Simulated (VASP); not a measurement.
# TiC3 (R-3m) in VASP: density of states with PBE

Aim: the density of states of TiC3 with PBE.

Program: VASP 6.6.1. These are calculated values, not measurements. Logs are shortened: lines on timing, memory, paths and dates and some standing lists are left out, and cuts for length are marked.

## Step 1: The structure

Symmetry: R-3m, No. 166, trigonal system. Conventional cell: a = 3.185 Å, b = 3.185 Å, c = 14.906 Å, α = 90.00°, β = 90.00°, γ = 120.00°. Around Ti (site symmetry -3m) lie 6 C at 2.18 Å. C (site symmetry -3m) has 2 C at 1.31 Å as nearest neighbours. C (site symmetry 3m) is surrounded by 1 C at 1.31 Å.

The cell was built by a generator and needn't be a form met in nature.

## Step 2: Density of states, PBE

POSCAR reads:

```
TiC3                                    
1.0
    1.5923397551      0.9193377873      4.9687642536
   -1.5923397551      0.9193377873      4.9687642536
   -0.0000000000     -1.8386755746      4.9687642536
  Ti              C             
     1     3
Direct
     0.0000000000000000    0.0000000000000000    0.0000000000000000
     0.5000000000000000    0.5000000000000000    0.5000000000000000
     0.5876140756149869    0.5876140756149869    0.5876140756149869
     0.4123859243850130    0.4123859243850130    0.4123859243850130
```

INCAR.step1 reads:

```
SYSTEM = TiC3
PREC = Accurate
ENCUT = 520
EDIFF = 1E-6
ISMEAR = 0
SIGMA = 0.1
LREAL = .FALSE.
LASPH = .TRUE.
NELM = 80
ALGO = Normal
ISIF = 2
LWAVE = .FALSE.
LCHARG = .TRUE.
LMAXMIX = 4
GGA = PE
NBANDS = 20
KPAR = 4
```

KPOINTS.step1 reads:

```
Automatic mesh
0
G
  12 12 12
  0 0 0
```

INCAR.step2 reads:

```
SYSTEM = TiC3
PREC = Accurate
ENCUT = 520
EDIFF = 1E-6
ISMEAR = -5
SIGMA = 0.1
LREAL = .FALSE.
LASPH = .TRUE.
NELM = 80
ALGO = Normal
ISIF = 2
LWAVE = .FALSE.
LCHARG = .FALSE.
LMAXMIX = 4
GGA = PE
LORBIT = 11
NBANDS = 20
KPAR = 4
NEDOS = 2001
ICHARG = 11
```

KPOINTS.step2 reads:

```
Automatic mesh
0
G
  18 18 18
  0 0 0
```

Potentials or basis: VASP PAW PBE potentials, release 64 (Ti_sv, C).

The run is started by

```console
cat potpaw_PBE.64/Ti_sv/POTCAR potpaw_PBE.64/C/POTCAR > POTCAR
cp INCAR.step1 INCAR
cp KPOINTS.step1 KPOINTS
mpirun -np 4 vasp_std > vasp.out
cp INCAR.step2 INCAR
cp KPOINTS.step2 KPOINTS
mpirun -np 4 vasp_std > vasp.out
```

OUTCAR:

```text
SYSTEM = TiC3
   PREC = Accurate
   ENCUT = 520
   EDIFF = 1E-6
   ISMEAR = -5
   LREAL = .FALSE.
   LASPH = .TRUE.
   NELM = 80
   ISIF = 2
   GGA = PE
   LORBIT = 11
   ICHARG = 11

 ion  position               nearest neighbor table
   1  0.000  0.000  0.000-   3 2.18   3 2.18   4 2.18   4 2.18   3 2.18   4 2.18
   2  0.500  0.500  0.500-   3 1.31   4 1.31
   3  0.588  0.588  0.588-   2 1.31   1 2.18   1 2.18   1 2.18
   4  0.412  0.412  0.412-   2 1.31   1 2.18   1 2.18   1 2.18

  LATTYP: Found a trigonal (rhomboedric) cell.
 ALAT       =     5.2980511578
 COS(alpha) =     0.8193370167

  Lattice vectors:

 A1 = (   1.5923397551,   0.9193377873,   4.9687642536)
 A2 = (  -1.5923397551,   0.9193377873,   4.9687642536)
 A3 = (   0.0000000000,  -1.8386755746,   4.9687642536)

Analysis of symmetry for initial positions (statically):
=====================================================================
 Subroutine PRICEL returns:
 Original cell was already a primitive cell.

 Routine SETGRP: Setting up the symmetry group for a
 trigonal (rhombohedral) supercell.

 Subroutine GETGRP returns: Found 12 space group operations
 (whereof 12 operations were pure point group operations)
 out of a pool of 12 trial point group operations.

The static configuration has the point symmetry D_3d.

Analysis of symmetry for dynamics (positions and initial velocities):
=====================================================================
 Subroutine PRICEL returns:
 Original cell was already a primitive cell.

 Routine SETGRP: Setting up the symmetry group for a
 trigonal (rhombohedral) supercell.

 Subroutine GETGRP returns: Found 12 space group operations
 (whereof 12 operations were pure point group operations)
 out of a pool of 12 trial point group operations.

The dynamic configuration has the point symmetry D_3d.

 Subroutine INISYM returns: Found 12 space group operations
 (whereof 12 operations are pure point group operations),
 and found     1 'primitive' translations

----------------------------------------------------------------------------------------

                                     Primitive cell

  volume of cell :      43.6426

  direct lattice vectors                    reciprocal lattice vectors
     1.592339755  0.919337787  4.968764254     0.314003339  0.181289912  0.067085761
    -1.592339755  0.919337787  4.968764254    -0.314003339  0.181289912  0.067085761
     0.000000000 -1.838675575  4.968764254     0.000000000 -0.362579824  0.067085761

  length of vectors
[... 98 lines left out ...]
   PSTRESS=    0.0 pullay stress
   NELECT =      24.0000    total number of electrons
   NUPDOWN=      -1.0000    fix difference up-down
   EMIN   =  10.00;   EMAX   =-10.00  energy-range for DOS
   EFERMI =   0.00;   METHOD = LEGACY
   ISMEAR =    -5;   SIGMA  =   0.10  broadening in eV -4-tet -1-fermi 0-gaus
   EFERMI_NEDOS =   21; number of points for ismear=-14 and -15
   IALGO  =     38    algorithm
   IMIX   =      4    mixing-type and parameters
     AMIX     =   0.40;   BMIX     =  1.00
     AMIX_MAG =   1.60;   BMIX_MAG =  1.00
  volume/ion in A,a.u.               =      10.91        73.63
  Fermi-wavevector in a.u.,A,eV,Ry     =   1.341246  2.534587 24.476073  1.798941
  Thomas-Fermi vector in A             =   2.469495
   LORBIT       =     11    0 simple, 1 ext, 2 COOP (PROOUT), +10 PAW based schemes
   GGA     = PE    functional components
   LHFCALC =     F    Hartree Fock is set to
   AEXX    =    0.0000 exact exchange contribution
   IVDW    =     0    specifies the selected vdW correction
   LEPSILON=     F    determine dielectric tensor
   LRPA    =     F    only Hartree local field effects (RPA)
 non-spin polarized calculation
 Fermi weights with tetrahedron method with Bloechl corrections
  energy-cutoff  :      520.00
  volume of cell :       43.64
 maximum number of plane-waves:      1190

 number of electron      24.0000001 magnetization

 Free energy of the ion-electron system (eV)
  ---------------------------------------------------
  ext. energy  EPLUGINS =         0.00000000
  ---------------------------------------------------
  free energy    TOTEN  =       -34.53516761 eV

  energy without entropy =      -34.53516761  energy(sigma->0) =      -34.53516761

 E-fermi :   5.7513     XC(G=0): -10.9692

 val. band max:        5.8019343563   @ k =   0.5000   0.4444   0.3889
 cond. band min:       5.6999095006   @ k =  -0.3889   0.2778   0.2778
 fundamental gap:     -0.1020248557
 Fermi energy:         5.7513312216

 k-point     1 :       0.0000    0.0000    0.0000
  band No.  band energies     occupation
      1     -51.7730      2.00000
      2     -28.0529      2.00000
      3     -27.8658      2.00000
      4     -27.8658      2.00000
      5     -10.2059      2.00000
      6      -6.6054      2.00000
[... 541 lines left out ...]
     19      13.7063      0.00000
     20      14.1918      0.00000

 [... further k-points ...]

------------------------ aborting loop because EDIFF is reached ----------------------------------------

  FORCE on cell =-STRESS in cart. coord.  units (eV):
  Direction    XX          YY          ZZ          XY          YZ          ZX
  --------------------------------------------------------------------------------------
  -------------------------------------------------------------------------------------
  Total       -0.0017731     -0.0017731     -0.0562529      0.0000000      0.0000000      0.0000000
  in kB       -0.0650920     -0.0650920     -2.0651190      0.0000000      0.0000000      0.0000000
  external PRESSURE =      -0.7317677 kB  Pullay stress =       0.0000000 kB

 VOLUME and BASIS-vectors are now :
 -----------------------------------------------------------------------------
  energy-cutoff  :      520.00
  volume of cell :       43.64
      direct lattice vectors                 reciprocal lattice vectors
     1.592339755  0.919337787  4.968764254     0.314003339  0.181289912  0.067085761
    -1.592339755  0.919337787  4.968764254    -0.314003339  0.181289912  0.067085761
     0.000000000 -1.838675575  4.968764254     0.000000000 -0.362579824  0.067085761

 POSITION                                       TOTAL-FORCE (eV/Angst)
 -----------------------------------------------------------------------------------
      0.00000      0.00000      0.00000         0.000000      0.000000      0.000000
      0.00000      0.00000      7.45315        -0.000000      0.000000      0.000000
      0.00000      0.00000      8.75915         0.000000     -0.000000     -0.002055
      0.00000      0.00000      6.14715         0.000000      0.000000      0.002055
 -----------------------------------------------------------------------------------
    total drift:                               -0.000000     -0.000000     -0.000000

  FREE ENERGIE OF THE ION-ELECTRON SYSTEM (eV)
  ---------------------------------------------------
  free  energy   TOTEN  =       -34.5351676134 eV

  energy  without entropy=      -34.5351676134  energy(sigma->0) =      -34.53516761

 total charge

# of ion       s       p       d       tot
------------------------------------------
    1        2.193   6.212   1.808  10.213
    2        0.935   1.686   0.000   2.621
    3        0.888   1.668   0.000   2.556
    4        0.888   1.668   0.000   2.556
--------------------------------------------------
tot          4.904  11.234   1.808  17.946
```

OUTCAR.step1:

```text
SYSTEM = TiC3
   PREC = Accurate
   ENCUT = 520
   EDIFF = 1E-6
   ISMEAR = 0
   LREAL = .FALSE.
   LASPH = .TRUE.
   NELM = 80
[... 781 lines left out ...]
      0.00000      0.00000      7.45315         0.000000     -0.000000     -0.000000
      0.00000      0.00000      8.75915         0.000000     -0.000000     -0.001765
      0.00000      0.00000      6.14715         0.000000      0.000000      0.001765
 -----------------------------------------------------------------------------------
    total drift:                               -0.000000     -0.000000     -0.000000

  FREE ENERGIE OF THE ION-ELECTRON SYSTEM (eV)
  ---------------------------------------------------
  free  energy   TOTEN  =       -34.5372464664 eV

  energy  without entropy=      -34.5349053677  energy(sigma->0) =      -34.53607592
```

OSZICAR.step1:

```text
N       E                     dE             d eps       ncg     rms          rms(c)
DAV:   1     0.204493911020E+03    0.20449E+03   -0.12000E+04  7560   0.128E+03
DAV:   2    -0.221822152664E+02   -0.22668E+03   -0.21653E+03  7996   0.355E+02
DAV:   3    -0.425086280368E+02   -0.20326E+02   -0.20016E+02 10868   0.103E+02
DAV:   4    -0.431426301372E+02   -0.63400E+00   -0.63262E+00  9708   0.171E+01
DAV:   5    -0.431641316320E+02   -0.21501E-01   -0.21498E-01 10516   0.285E+00    0.184E+01
DAV:   6    -0.354094991717E+02    0.77546E+01   -0.40257E+01 10700   0.529E+01    0.884E+00
DAV:   7    -0.347820072888E+02    0.62749E+00   -0.12833E+01  8480   0.287E+01    0.563E+00
DAV:   8    -0.345498540100E+02    0.23215E+00   -0.13045E+00  8908   0.943E+00    0.224E+00
DAV:   9    -0.345407940832E+02    0.90599E-02   -0.19933E-01  8676   0.271E+00    0.663E-01
DAV:  10    -0.345368267946E+02    0.39673E-02   -0.37210E-02 10120   0.137E+00    0.250E-01
DAV:  11    -0.345377054973E+02   -0.87870E-03   -0.77255E-03  8492   0.706E-01    0.198E-01
DAV:  12    -0.345372287145E+02    0.47678E-03   -0.26158E-03  8664   0.419E-01    0.266E-02
DAV:  13    -0.345372464289E+02   -0.17714E-04   -0.83934E-05  8360   0.828E-02    0.116E-02
DAV:  14    -0.345372464664E+02   -0.37504E-07   -0.74961E-06  9584   0.169E-02
   1 F= -.34537246E+02 E0= -.34536076E+02  d E =-.234110E-02
```

Wall time 3.3 min (4 MPI ranks of AMD EPYC 7R13 (Zen 3), shared host); peak memory 0.56 GiB.

What came out:

```
Valence electrons inside the program's atomic spheres : Ti 10.21; C 2.62, 2.56
```

Levels at points of the mesh, in eV from the Fermi level:
```
           k point  band 10  band 11  band 12  band 13  band 14  band 15
(0.00, 0.00, 0.00)    -2.53    -2.35    -2.35     0.69     1.03     1.03
(0.50, 0.00, 0.00)    -3.99    -1.68    -0.52     0.05     1.43     1.87
(0.50, 0.50, 0.00)    -3.80    -3.38    -1.99     0.19     2.08     2.54
(0.50, 0.50, 0.50)    -3.72     0.63     0.63     0.97     1.37     1.37
```

States per cell in windows of 0.5 eV (zero at the Fermi level; states under -8 eV left out):
| from (eV) | total | Ti1_d | C3_p | C4_p | C2_p | Ti1_p | C3_s |
| --- | --- | --- | --- | --- | --- | --- | --- |
| -8.0 | 0.12 | 0.00 | 0.01 | 0.01 | 0.00 | 0.00 | 0.01 |
| -7.5 | 0.23 | 0.01 | 0.03 | 0.03 | 0.01 | 0.01 | 0.01 |
| -7.0 | 0.53 | 0.02 | 0.06 | 0.06 | 0.04 | 0.01 | 0.02 |
| -6.5 | 0.85 | 0.07 | 0.09 | 0.09 | 0.07 | 0.02 | 0.03 |
| -6.0 | 1.35 | 0.12 | 0.14 | 0.14 | 0.13 | 0.05 | 0.05 |
| -5.5 | 0.75 | 0.09 | 0.09 | 0.09 | 0.10 | 0.02 | 0.02 |
| -5.0 | 1.31 | 0.17 | 0.18 | 0.18 | 0.18 | 0.04 | 0.03 |
| -4.5 | 1.06 | 0.12 | 0.14 | 0.14 | 0.17 | 0.02 | 0.02 |
| -4.0 | 1.24 | 0.15 | 0.16 | 0.16 | 0.23 | 0.02 | 0.01 |
| -3.5 | 0.70 | 0.08 | 0.09 | 0.09 | 0.11 | 0.01 | 0.01 |
| -3.0 | 0.47 | 0.07 | 0.07 | 0.07 | 0.03 | 0.01 | 0.00 |
| -2.5 | 0.57 | 0.10 | 0.08 | 0.08 | 0.02 | 0.02 | 0.00 |
| -2.0 | 1.62 | 0.39 | 0.24 | 0.24 | 0.05 | 0.05 | 0.01 |
| -1.5 | 0.61 | 0.18 | 0.08 | 0.08 | 0.02 | 0.01 | 0.00 |
| -1.0 | 0.39 | 0.13 | 0.05 | 0.05 | 0.02 | 0.01 | 0.00 |
| -0.5 | 0.19 | 0.07 | 0.02 | 0.02 | 0.01 | 0.00 | 0.00 |
| 0.0 | 0.60 | 0.35 | 0.03 | 0.03 | 0.02 | 0.01 | 0.00 |
| 0.5 | 1.25 | 0.85 | 0.03 | 0.03 | 0.04 | 0.01 | 0.00 |
| 1.0 | 1.54 | 1.08 | 0.03 | 0.03 | 0.10 | 0.01 | 0.00 |
| 1.5 | 1.74 | 1.23 | 0.03 | 0.03 | 0.12 | 0.01 | 0.01 |
| 2.0 | 1.29 | 0.93 | 0.05 | 0.05 | 0.04 | 0.01 | 0.00 |
| 2.5 | 0.86 | 0.46 | 0.06 | 0.06 | 0.06 | 0.01 | 0.01 |
| 3.0 | 0.53 | 0.23 | 0.04 | 0.04 | 0.05 | 0.01 | 0.00 |
| 3.5 | 0.80 | 0.35 | 0.06 | 0.06 | 0.08 | 0.02 | 0.01 |
| 4.0 | 0.62 | 0.25 | 0.05 | 0.05 | 0.06 | 0.02 | 0.01 |
| 4.5 | 0.63 | 0.26 | 0.06 | 0.06 | 0.05 | 0.02 | 0.01 |
| 5.0 | 0.37 | 0.18 | 0.03 | 0.03 | 0.02 | 0.01 | 0.01 |
| 5.5 | 0.59 | 0.24 | 0.05 | 0.05 | 0.06 | 0.01 | 0.02 |
| 6.0 | 0.99 | 0.33 | 0.09 | 0.09 | 0.11 | 0.02 | 0.03 |
| 6.5 | 0.57 | 0.12 | 0.05 | 0.05 | 0.09 | 0.02 | 0.01 |
| 7.0 | 0.65 | 0.13 | 0.06 | 0.06 | 0.11 | 0.02 | 0.02 |
| 7.5 | 0.70 | 0.12 | 0.07 | 0.07 | 0.11 | 0.02 | 0.02 |

Caveat: tetrahedron occupations give inexact forces and stress in metals.
